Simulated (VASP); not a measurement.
Given:

```
ZnTe
1.0
    0.00000     3.05000     3.05000
    3.05000     0.00000     3.05000
    3.05000     3.05000     0.00000
Zn Te
1 1
Cartesian
  0.00000   0.00000   0.00000
  1.52500   1.52500   1.52500
```

These are PBE GGA, VASP's PBE PAW potentials (set 64) (plane waves; VASP) values and carry that method's errors. Run with 520 eV cut-off, 7×7×7 Γ-centred mesh, Gaussian smearing of 0.050 eV, potentials Zn Te.

Energy and stress use the plane-wave basis of the starting cell.

The ions, cell shape and volume are relaxed. Which structure does the run end with?

```
ZnTe
1.0
    0.00000     3.09132     3.09132
    3.09132     0.00000     3.09132
    3.09132     3.09132     0.00000
Zn Te
1 1
Cartesian
  0.00000   0.00000   0.00000
  1.54566   1.54566   1.54566
```
Space group F-43m (216), at a tolerance of 0.03 Å.

How do energy and volume change from the first to the last step?

The energy (σ→0) changes by -6.8 meV/atom and the volume by +4.1 %, in 3 ionic steps.

The compound is ZnTe in the zinc blende structure. This run relaxes it. Symmetry was kept, so distortions that lower it aren't found.
